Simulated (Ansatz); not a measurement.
# Localised basis functions on generalised stacking fault on (111) (glide set) of a GaP-AlP solid solution (72 atoms)

Aim: test how closely localised support functions follow the reference on generalised stacking fault on (111) (glide set) of a GaP-AlP solid solution (72 atoms), and at what cost. A setting counts as converged where the r.m.s. difference of forces stays under 1 % of the r.m.s. force.

Program: Ansatz 0.2.0. Level of theory: Kohn-Sham DFT, PBE, PAW (set soft_2), plane waves. Results are calculated unless marked as measured.

This is a report of a sequence of runs, with most program output left out.

## Step 1: Set-up

The cell holds 72 atoms: 18 Al, 36 P and 18 Ga. Its edges and angles: a = 6.683 Å, b = 11.576 Å, c = 19.233 Å, α = 90.0°, β = 83.3°, γ = 90.0°. It derives from GaP and AlP. Zinc-blende GaP lattice (a = 5.4569 Å, the value set for the mixture), cell with z along [111], 1 x 3 x 2 periods; the third cell vector is tilted by 0.333 of 1/2[11-2] and lengthened by 0.2 Å, so the cell holds one fault (glide set); displaced by a Gaussian of 0.01 Å; 18 of 36 Ga sites given to Al at random (lattice constant by Vegard's rule between GaP and AlP).

Before any run, some limits are plain. The host structure and its lattice constant were typed by rule, without a check against the phase diagram.

## Step 2: Plane-wave single point

The first run fixes the reference, at a cutoff of 420 eV.

input.yaml reads:

```yaml
crystal:
  lattice:
    - [6.68331, 0.0, 0.0]
    - [0.0, 11.57583, 0.0]
    - [2.22775, 0.0, 19.10326]
  atoms:
    - { symbol: Al, position: [0.49317, 0.16469, 0.0197] }
    - { symbol: P, position: [0.45532, 0.16679, 0.14378] }
    - { symbol: Ga, position: [0.77007, 0.16707, 0.18567] }
    - { symbol: P, position: [0.73287, 0.16841, 0.30947] }
    - { symbol: Ga, position: [0.99423, 0.00086, 0.0202] }
    - { symbol: P, position: [0.94768, 0.99994, 0.14529] }
    - { symbol: Al, position: [0.27244, 0.00026, 0.18533] }
    - { symbol: P, position: [0.22949, 0.99992, 0.30897] }
[... 60 atom lines left out ...]
    - { symbol: Ga, position: [0.88598, 0.50025, 0.84606] }
    - { symbol: P, position: [0.84223, 0.49922, 0.97104] }
    - { symbol: Al, position: [0.88812, 0.83486, 0.84413] }
    - { symbol: P, position: [0.84311, 0.83301, 0.96964] }
kpoints:
  mp_grid: { grid: [2, 1, 1] }
hamiltonian:
  xc: pbe
scf:
  occupations: { method: fermi_dirac, width: 0.025 }
output:
  forces: true
  stress: true
  populations: true
  dos:
    method: { smearing: { sigma: 0.08 } }
    de: 0.1
    projected: { site_lists: { Al: [Al], Ga: [Ga], P: [P] } }
  eigenvalues: true
  write_density: true
  write_potential: true
  volumetric_format: npy
```

Started as:

```
> ansatz run input.yaml --threads 4 --pin off --max-ram 8192MiB --backend cpu --events-out ev --progress --plain --runs-dir out
```

Elapsed: 45 s, on 4 threads of Arm Neoverse V2, shared host; peak memory 4.5 GiB.

The run gave:

- free energy: -105008.0583 eV
- free energy per atom: -1458.4453 eV/atom
- SCF cycles: 9
- pressure: 1.617 GPa
- r.m.s. force component: 0.314 eV/Å
- longest force: 1.397 eV/Å
- Fermi energy: 6.975 eV
- gap (highest filled to lowest empty level): 1.408 eV
- spilling of the projection: 0.004278

The r.m.s. force component of 0.31 eV/Å sets the scale for the differences below.

## Step 3: Support functions medium

With localised support functions most steps grow linearly with size, though the diagonalisation grows faster unless the density matrix is cut; this run measures error and cost at this size. The level medium gives here a grid of 30×54×90 points and a radius of 4.09 Å.

This step: Kohn-Sham DFT, PBE, PAW (set soft_2), localised support functions (medium) (Ansatz 0.2.0).

input.yaml, the sections that differ from step 2:

```yaml
scf:
  occupations: { method: fermi_dirac, width: 0.025 }
  eigensolver: { kind: { support_functions: { accuracy: medium } } }
  mixing: { beta: 0.4 }
  max_iter: 150
output:
  forces: true
# crystal, kpoints, hamiltonian: as in step 2
```

It took 86 s on 4 threads; peak memory 2.8 GiB; 5.5 min of CPU time.

The program notes that the band table was not solved further than the SCF left it and it switched symmetry off.

Keys that differ from the reference: support_functions.accuracy = "medium", scf.max_iter = 150 and scf.mixing.beta = 0.4.

Forces differ from the reference by 0.29 meV/Å r.m.s., 0.092 % of their size, well within a tolerance of 1 %; the energy by -0.85 meV/atom. It took 86 s and 13 cycles; the reference's time can't be set against it, since the two runs asked for unlike analyses. The two runs also began from different starting densities, which bears on cycles and time.

## Step 4: Support functions low

The level low is asked for. Here it resolves to the same grid and radius as in the run with support functions medium, so the basis is not new.

This step: Kohn-Sham DFT, PBE, PAW (set soft_2), localised support functions (low) (Ansatz 0.2.0).

input.yaml, the sections that differ from step 3:

```yaml
scf:
  occupations: { method: fermi_dirac, width: 0.025 }
  eigensolver: { kind: { support_functions: { accuracy: low } } }
  mixing: { beta: 0.4 }
  max_iter: 150
# crystal, kpoints, hamiltonian, output: as in step 3
```

Run time: 76 s. Hardware: 4 threads; peak memory 2.8 GiB; 4.9 min of CPU time.

Keys that differ from the reference: support_functions.accuracy = "low", scf.max_iter = 150 and scf.mixing.beta = 0.4.

Forces differ from the reference by 0.29 meV/Å r.m.s., 0.093 % of their size, well within a tolerance of 1 %; the energy by -0.85 meV/atom. It took 76 s and 12 cycles; the reference's time can't be set against it, since the two runs asked for unlike analyses. The two runs also began from different starting densities, which bears on cycles and time.

## Step 5: Support functions high

With localised support functions most steps grow linearly with size, though the diagonalisation grows faster unless the density matrix is cut; this run measures error and cost at this size. The level high gives here a grid of 36×72×108 points and a radius of 4.89 Å.

This step: Kohn-Sham DFT, PBE, PAW (set soft_2), localised support functions (high) (Ansatz 0.2.0).

input.yaml, the sections that differ from step 4:

```yaml
scf:
  occupations: { method: fermi_dirac, width: 0.025 }
  eigensolver: { kind: { support_functions: { accuracy: high } } }
  mixing: { beta: 0.4 }
  max_iter: 150
# crystal, kpoints, hamiltonian, output: as in step 4
```

It took 4.8 min on 4 threads; peak memory 5 GiB; 19 min of CPU time.

Keys that differ from the reference: support_functions.accuracy = "high", scf.max_iter = 150 and scf.mixing.beta = 0.4.

Forces differ from the reference by 0.051 meV/Å r.m.s., 0.016 % of their size, well within a tolerance of 1 %; the energy by -0.86 meV/atom. It took 4.8 min and 16 cycles; the reference's time can't be set against it, since the two runs asked for unlike analyses. The two runs also began from different starting densities, which bears on cycles and time.

## Step 6: Support functions medium, radius 3.96 Å

The radius confines each support function; a larger one gives more freedom and more work per atom.

This step: Kohn-Sham DFT, PBE, PAW (set soft_2), localised support functions (medium) (Ansatz 0.2.0).

input.yaml, the sections that differ from step 5:

```yaml
scf:
  occupations: { method: fermi_dirac, width: 0.025 }
  eigensolver: { kind: { support_functions: { accuracy: medium, radius: 3.96 } } }
  mixing: { beta: 0.4 }
  max_iter: 150
# crystal, kpoints, hamiltonian, output: as in step 5
```

Run time: 88 s. Hardware: 4 threads; peak memory 2.7 GiB; 5.6 min of CPU time.

Keys that differ from the reference: support_functions.accuracy = "medium", support_functions.radius = 3.96, scf.max_iter = 150 and scf.mixing.beta = 0.4.

Forces differ from the reference by 0.30 meV/Å r.m.s., 0.096 % of their size, well within a tolerance of 1 %; the energy by -0.86 meV/atom. It took 88 s and 14 cycles; the reference's time can't be set against it, since the two runs asked for unlike analyses. The two runs also began from different starting densities, which bears on cycles and time.

## Step 7: Support functions medium, radius 4.29 Å

input.yaml, the sections that differ from step 6:

```yaml
scf:
  occupations: { method: fermi_dirac, width: 0.025 }
  eigensolver: { kind: { support_functions: { accuracy: medium, radius: 4.29 } } }
  mixing: { beta: 0.4 }
  max_iter: 150
# crystal, kpoints, hamiltonian, output: as in step 6
```

Wall time 1.7 min (4 threads); peak memory 3 GiB; 6.5 min of CPU time.

Keys that differ from the reference: support_functions.accuracy = "medium", support_functions.radius = 4.29, scf.max_iter = 150 and scf.mixing.beta = 0.4.

Forces differ from the reference by 0.23 meV/Å r.m.s., 0.072 % of their size, well within a tolerance of 1 %; the energy by -0.85 meV/atom. It took 1.7 min and 13 cycles; the reference's time can't be set against it, since the two runs asked for unlike analyses. The two runs also began from different starting densities, which bears on cycles and time.

## Step 8: Support functions medium, radius 4.58 Å

input.yaml, the sections that differ from step 7:

```yaml
scf:
  occupations: { method: fermi_dirac, width: 0.025 }
  eigensolver: { kind: { support_functions: { accuracy: medium, radius: 4.58 } } }
  mixing: { beta: 0.4 }
  max_iter: 150
# crystal, kpoints, hamiltonian, output: as in step 7
```

Elapsed: 2.1 min, on 4 threads; peak memory 3.3 GiB; 8.3 min of CPU time.

Keys that differ from the reference: support_functions.accuracy = "medium", support_functions.radius = 4.58, scf.max_iter = 150 and scf.mixing.beta = 0.4.

Forces differ from the reference by 0.16 meV/Å r.m.s., 0.050 % of their size, well within a tolerance of 1 %; the energy by -0.85 meV/atom. It took 2.1 min and 13 cycles; the reference's time can't be set against it, since the two runs asked for unlike analyses. The two runs also began from different starting densities, which bears on cycles and time.

## Step 9: Support functions medium, radius 4.9 Å

input.yaml, the sections that differ from step 8:

```yaml
scf:
  occupations: { method: fermi_dirac, width: 0.025 }
  eigensolver: { kind: { support_functions: { accuracy: medium, radius: 4.9 } } }
  mixing: { beta: 0.4 }
  max_iter: 150
# crystal, kpoints, hamiltonian, output: as in step 8
```

Run time: 2.7 min. Hardware: 4 threads; peak memory 3.7 GiB.

Keys that differ from the reference: support_functions.accuracy = "medium", support_functions.radius = 4.9, scf.max_iter = 150 and scf.mixing.beta = 0.4.

Forces differ from the reference by 0.13 meV/Å r.m.s., 0.043 % of their size, well within a tolerance of 1 %; the energy by -0.85 meV/atom. It took 2.7 min and 13 cycles; the reference's time can't be set against it, since the two runs asked for unlike analyses. The two runs also began from different starting densities, which bears on cycles and time.

## Step 10: Support functions medium, radius 5.52 Å

input.yaml, the sections that differ from step 9:

```yaml
scf:
  occupations: { method: fermi_dirac, width: 0.025 }
  eigensolver: { kind: { support_functions: { accuracy: medium, radius: 5.52 } } }
  mixing: { beta: 0.4 }
  max_iter: 150
# crystal, kpoints, hamiltonian, output: as in step 9
```

Run time: 4.3 min. Hardware: 4 threads; peak memory 4.7 GiB; 17 min of CPU time.

Keys that differ from the reference: support_functions.accuracy = "medium", support_functions.radius = 5.52, scf.max_iter = 150 and scf.mixing.beta = 0.4.

Forces differ from the reference by 0.12 meV/Å r.m.s., 0.039 % of their size, well within a tolerance of 1 %; the energy by -0.85 meV/atom. It took 4.3 min and 13 cycles; the reference's time can't be set against it, since the two runs asked for unlike analyses. The two runs also began from different starting densities, which bears on cycles and time.

## Step 11: Support functions medium, radius 6.13 Å

input.yaml, the sections that differ from step 10:

```yaml
scf:
  occupations: { method: fermi_dirac, width: 0.025 }
  eigensolver: { kind: { support_functions: { accuracy: medium, radius: 6.13 } } }
  mixing: { beta: 0.4 }
  max_iter: 150
# crystal, kpoints, hamiltonian, output: as in step 10
```

Run time: 6.4 min. Hardware: 4 threads; peak memory 5.7 GiB.

Keys that differ from the reference: support_functions.accuracy = "medium", support_functions.radius = 6.13, scf.max_iter = 150 and scf.mixing.beta = 0.4.

Forces differ from the reference by 0.12 meV/Å r.m.s., 0.040 % of their size, well within a tolerance of 1 %; the energy by -0.85 meV/atom. It took 6.4 min and 13 cycles; the reference's time can't be set against it, since the two runs asked for unlike analyses. The two runs also began from different starting densities, which bears on cycles and time.

## Step 12: Another try, on a changed input

The input is spoilt on purpose; the run shows how that looks.

This step: Kohn-Sham DFT, PBE, PAW (set soft_2), plane waves (Ansatz 0.2.0).

input.yaml, the sections that differ from step 11:

```yaml
scf:
  occupations: { method: fermi_dirac, width: 0.025 }
  max_iter: 50
basis:
  ecutwfc: "30 meV"
# crystal, kpoints, hamiltonian, output: as in step 11
```

Elapsed: 0.04 s, on 4 threads; peak memory 0.074 GiB.

The program refused the input before any cycle.

The program's message: “Error: inconsistent input (basis.ecutwfc, kpoints): the smallest per-k basis holds n_pw = 0 plane waves (k-point 1, counted from 0 among those solved) but the deck needs at least 235 band(s) per chann …”

The fault in the input: a cutoff in the wrong unit (basis.ecutwfc = "30 meV"). The fix is to take out basis.ecutwfc.

## Step 13: All settings compared

Each row is set against the plane-wave reference (Kohn-Sham DFT, PBE, PAW (set soft_2), plane waves; r.m.s. force component 0.314 eV/Å). Energies are set beside the reference only for runs with its functional, potentials and electron count. Times are for 4 threads of Arm Neoverse V2, shared host. The reference's time includes the DOS, the stress and grids, which some other runs skip.

| run | Δ force, r.m.s. (meV/Å) | share of r.m.s. force (%) | Δ energy (meV/atom) | Δ gap (eV) | cycles | time | host memory (GiB) |
| --- | --- | --- | --- | --- | --- | --- | --- |
| reference | - | - | - | - | 9 | 45 s | 4.5 |
| support functions medium | 0.288 | 0.0916 | -0.853 | 6.0e-4 | 13 | 86 s | 2.8 |
| support functions low | 0.293 | 0.0934 | -0.853 | 6.0e-4 | 12 | 76 s | 2.8 |
| support functions high | 0.051 | 0.0164 | -0.855 | 0 | 16 | 4.8 min | 5.0 |
| support functions medium, radius 3.96 Å | 0.303 | 0.0964 | -0.856 | 0.0015 | 14 | 88 s | 2.7 |
| support functions medium, radius 4.29 Å | 0.227 | 0.0723 | -0.854 | 2.0e-4 | 13 | 1.7 min | 3.0 |
| support functions medium, radius 4.58 Å | 0.157 | 0.0502 | -0.849 | -1.0e-4 | 13 | 2.1 min | 3.3 |
| support functions medium, radius 4.9 Å | 0.133 | 0.0425 | -0.848 | -2.0e-4 | 13 | 2.7 min | 3.7 |
| support functions medium, radius 5.52 Å | 0.123 | 0.0392 | -0.848 | -2.0e-4 | 13 | 4.3 min | 4.7 |
| support functions medium, radius 6.13 Å | 0.125 | 0.0398 | -0.848 | -2.0e-4 | 13 | 6.4 min | 5.7 |

[end of part 1 of 2]

[Logs are printed without paths, hosts, clocks, repeated set-up lines and the standing remarks that a program may print on its own settings, such as how far it seeks lower states.]

[Hosts, paths, dates, database ids (printed as entryN), source tags and the programs' standing remarks are cut or masked in the printed files.]
